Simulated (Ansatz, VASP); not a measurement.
**Rh: VASP beside Ansatz**

```xyz
1
Lattice="-1.5352 1.5352 1.5352 1.5352 -1.5352 1.5352 1.5352 1.5352 -1.5352" Properties=species:S:1:pos:R:3 pbc="T T T"
Rh    0.0000    0.0000    0.0000
```

Alike in both runs: functional PBE; k mesh 16 × 16 × 16; occupations fermi-dirac, width 0.05 eV; no spin polarisation.

Ansatz relaxed the structure, and its values are those at the end. VASP's run is a single point on that final structure, the one shown.

|  | VASP | Ansatz |
| --- | --- | --- |
| version | VASP 6.6.1 | Ansatz 0.2.0 |
| potentials or method | VASP PAW PBE potentials, release 64 (Rh_pv) | PAW with Ansatz's default frozen-core files, scalar-relativistic |
| plane-wave cutoff (eV) | 520 | 420 |
| valence electrons in the cell | 15 | 17 |

|  | VASP | Ansatz | Ansatz less VASP |
| --- | --- | --- | --- |
| pressure (GPa) | 0.0 | 0.0 | -0.02 |

The functional is the same, so the differences come from potentials, cutoffs and numerics. The two sets of potentials don't hold the same shells in valence.
